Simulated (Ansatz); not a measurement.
**AlN: how the settings move a single-point run**

Aim: see which settings change the result for AlN, by how much, and at what cost.

Computed with Ansatz 0.2.0 (reference: DFT, HSE06, plane waves, PAW, unless a step's input says otherwise).

**1. The system as given**

Symmetry: F-43m, No. 216, cubic system. Conventional cell: a = 4.370 Å, b = 4.370 Å, c = 4.370 Å, α = 90.00°, β = 90.00°, γ = 90.00°. Al (site symmetry -43m) is surrounded by 4 N at 1.89 Å. Around N (site symmetry -43m) lie 4 Al at 1.89 Å.

Coordinates:

```cif
data_structure
_symmetry_space_group_name_H-M 'F-43m'
_symmetry_Int_Tables_number 216
_cell_length_a 4.3698
_cell_length_b 4.3698
_cell_length_c 4.3698
_cell_angle_alpha 90.000
_cell_angle_beta 90.000
_cell_angle_gamma 90.000
_cell_volume 83.44
loop_
_atom_site_label
_atom_site_type_symbol
_atom_site_symmetry_multiplicity
_atom_site_Wyckoff_symbol
_atom_site_fract_x
_atom_site_fract_y
_atom_site_fract_z
_atom_site_occupancy
Al1 Al 4 a 0.00000 0.00000 0.00000 1
N1 N 4 d 0.25000 0.25000 0.75000 1
```

**2. Baseline**

input.yaml reads:

```yaml
crystal:
  lattice:
    - [0.0, 2.1848764208, 2.1848764208]
    - [2.1848764208, 0.0, 2.1848764208]
    - [2.1848764208, 2.1848764208, 0.0]
  atoms:
    - { symbol: Al, position: [0.0, 0.0, 0.0] }
    - { symbol: "N", position: [0.25, 0.25, 0.25] }
kpoints:
  mp_grid: { grid: [4, 4, 4] }
hamiltonian:
  xc: hse06
scf:
  occupations: { method: fixed }
  n_extra_bands: 4
output:
  forces: true
  stress: true
  eigenvalues: true
```

Launch:

```console
> ansatz run input.yaml --threads 4 --pin off --max-ram 3686MiB --backend cpu --events-out ev --progress --plain --runs-dir out
```

**3. Changed: xc pbesol**

Changes to input.yaml since step 2:

```diff
@@ -11,3 +11,3 @@
 hamiltonian:
-  xc: hse06
+  xc: pbesol
 scf:
```

**4. Variant: xc r2scan50**

Changes to input.yaml since step 2:

```diff
@@ -11,3 +11,3 @@
 hamiltonian:
-  xc: hse06
+  xc: r2scan50
 scf:
```

**5. Changing settings: exchange pbe, correlation pbe, coeff 0.15, omega 0.1**

Changes to input.yaml since step 2:

```diff
@@ -11,3 +11,3 @@
 hamiltonian:
-  xc: hse06
+  xc: { exchange: pbe, correlation: pbe, exx: { coeff: 0.15, omega: 0.1 } }
 scf:
```

**6. Changed: exchange pbe, correlation pbe, coeff 0.5, omega 0.5**

Changes to input.yaml since step 2:

```diff
@@ -11,3 +11,3 @@
 hamiltonian:
-  xc: hse06
+  xc: { exchange: pbe, correlation: pbe, exx: { coeff: 0.5, omega: 0.5 } }
 scf:
```

**7. Changed: exchange pbe, correlation pbe, coeff 0.35, omega 0.2078**

Changes to input.yaml since step 2:

```diff
@@ -11,3 +11,6 @@
 hamiltonian:
-  xc: hse06
+  xc:
+    exchange: pbe
+    correlation: pbe
+    exx: { coeff: 0.35, omega: 0.2078 }
 scf:
```

**8. Changing settings: occupations.method gaussian, occupations.width 0.001**

Changes to input.yaml since step 2:

```diff
@@ -13,3 +13,3 @@
 scf:
-  occupations: { method: fixed }
+  occupations: { method: gaussian, width: 0.001 }
   n_extra_bands: 4
```

Before running it: what results should come out? Wanted: for each run, ending; energy change; pressure; gap; force.

The runs gave:

```csv
run,ending,energy change,pressure (GPa),gap (eV),force (eV/Å),cycles,time
reference,converged,0,-0.6,4.55,0.00,11,3.1 s
1: xc pbesol,converged,not comparable,1.2,3.17,0.00,6,0.51 s
2: xc r2scan50,converged,not comparable,-6.4,7.53,0.00,11,4.1 s
"3: exchange pbe, correlation pbe, coeff 0.15, omega 0.1",converged,not comparable,1.4,4.25,0.00,11,2.9 s
"4: exchange pbe, correlation pbe, coeff 0.5, omega 0.5",converged,not comparable,-3.8,4.68,0.00,10,3.2 s
"5: exchange pbe, correlation pbe, coeff 0.35, omega 0.2078",converged,not comparable,-2.6,5.07,0.00,10,3.1 s
"6: occupations.method gaussian, occupations.width 0.001",converged,0.0 meV/atom (σ→0),-0.6,4.55,0.00,-,3 s
```

Residual by cycle in the longest SCF loop of each run; runs are numbered as in the table. The quantity is the density residual dr2, in eV.

```csv
cycle,reference,run 1,run 2,run 3,run 4,run 5,run 6
1,0.00471,0.0136,0.00613,0.00209,0.0136,0.00838,0.00476
2,0.0013,0.0016,0.00259,5.7e-4,0.0036,0.00252,0.00131
3,3.7e-4,2.0e-5,1.7e-4,1.3e-4,3.4e-4,2.4e-4,3.2e-4
4,5.4e-5,7.1e-8,1.6e-5,1.4e-5,2.4e-5,1.2e-5,4.6e-5
5,6.4e-6,1.3e-9,3.9e-6,1.2e-6,4.1e-6,2.2e-6,5.5e-6
6,4.3e-6,5.4e-12,-,1.4e-6,-,-,2.8e-6
7,2.8e-7,-,-,3.4e-8,-,-,2.3e-7
```

«occupations.method gaussian, occupations.width 0.001» leaves the energy as it was. Of the variants the dearest is «xc r2scan50» (4.1 s), the cheapest «xc pbesol» (0.51 s), on a shared host.
